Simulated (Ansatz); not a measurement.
Basis-set extrapolation for C₃H₇O+ (`CC(C)=[OH+]`) (PBE0-D4/def2-TZVP geometry, frozen core, Ansatz 0.2.0). Multiplicity 1, RHF reference.

```csv
,def2-TZVPP,def2-QZVPP
HF,-192.372907,-192.382006
MP2 correlation,-0.724200,-0.774198
CCSD(T) correlation,-0.790146,-0.835006
```

Energies in hartree. Use E(X) = E(∞) + A·exp(−7.88·√X) for Hartree–Fock and E(X) = E(∞) + B·X^(−2.97) for correlation, with X = 3 and 4.

**Question.** What is the CCSD(T) energy at the basis-set limit?

**Answer.** HF limit: -192.382006 + (-0.009099) × 0.13774 = -192.38326. Correlation limit: -0.835006 + (-0.044860) × 0.74074 = -0.86824. Total: -193.25150 hartree, 55.5 kcal/mol below CCSD(T)/def2-TZVPP.
